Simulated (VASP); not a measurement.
**Mg3Sb2: relaxation of cell and atoms with PBEsol**

The system is Mg3Sb2.

```
Mg Sb
1.0
     4.58200    0.00000    0.00000
    -2.29100    3.96813    0.00000
     0.00000    0.00000    7.24400
Mg Sb
3 2
Direct
  0.33333 0.66667 0.63000
  0.66667 0.33333 0.37000
  0.00000 0.00000 0.00000
  0.33333 0.66667 0.23500
  0.66667 0.33333 0.76500
```

| Quantity | Value |
| --- | --- |
| Program | VASP 6.6.1 |
| Task | relaxation of cell and atoms |
| Functional | PBEsol |
| Potentials or basis | VASP PAW PBE potentials, release 64 (Mg, Sb) |
| Cutoff | 600 eV |
| k mesh | 9 × 9 × 5 |
| Occupations | gaussian, width 0.03 eV |
| Spin | no spin polarisation |
| Further INCAR settings | ALGO = Normal; EDIFF = 1e-06; IBRION = 2; EDIFFG = -0.01; NSW = 90; ISIF = 3 |

```yaml
Relaxed_volume: 25.78 Å³/atom
Relaxed_cell: a = 4.552 Å, b = 4.552 Å, c = 7.182 Å, α = 90.00°, β = 90.00°, γ = 120.00°
Space_group_after_relaxing_to_0.05_Å: P-3m1 (No. 164)
Energy_gained_by_relaxing: 8.7 meV/atom
Ionic_steps: 6
Pressure_after_relaxing: 0.1 GPa
Largest_force_after_relaxing: 0.008 eV/Å
Band_gap_on_the_k_mesh: 0.16 eV, indirect (least direct gap 1.09 eV)
```

Forces on the atoms (eV/Å):
```
Mg   0.000  0.000 -0.008
Mg   0.000  0.000  0.008
Mg   0.000  0.000  0.000
Sb   0.000  0.000  0.007
Sb   0.000  0.000 -0.007
```

The path:
| step | energy change (eV) | largest force (eV/Å) | pressure (GPa) | volume (Å³) |
| --- | --- | --- | --- | --- |
| 1 | 0.0000 | 0.4752 | -0.37 | 131.71 |
| 2 | -0.0233 | 0.3305 | -0.14 | 130.54 |
| 3 | -0.0358 | 0.1138 | 0.31 | 128.71 |
| 4 | -0.0423 | 0.0317 | -0.09 | 129.45 |
| 5 | -0.0427 | 0.0279 | -0.21 | 129.68 |
| 6 | -0.0437 | 0.0078 | 0.06 | 128.91 |

Final structure:
```xyz
5
Lattice="4.5524 0.0000 0.0000 -2.2762 3.9425 0.0000 0.0000 0.0000 7.1825" Properties=species:S:1:pos:R:3 pbc="T T T"
Mg    0.0000    2.6283    4.5437
Mg    2.2762    1.3142    2.6388
Mg   -2.2762    3.9425    0.0000
Sb    0.0000    2.6283    1.6062
Sb    2.2762    1.3142    5.5763
```

Levels at points of the mesh, in eV from the valence-band top:
```
           k point  band 5  band 6  band 7  band 8  band 9  band 10  band 11  band 12
(0.00, 0.00, 0.00)   -1.17   -0.44   -0.44    0.00    1.09     1.15     2.99     2.99
```

Run time: 2.4 min on 2 MPI ranks on AMD EPYC 7R13 Processor (Zen 3), with other jobs on the host, peak memory 0.35 GiB a rank.

Caveat: the PAW data sets were made with another functional, which shifts forces and pressure a little; spin-orbit coupling is left out, which moves the levels of the heavy elements; an odd mesh through Γ misses points on the zone boundary, where band edges often lie.
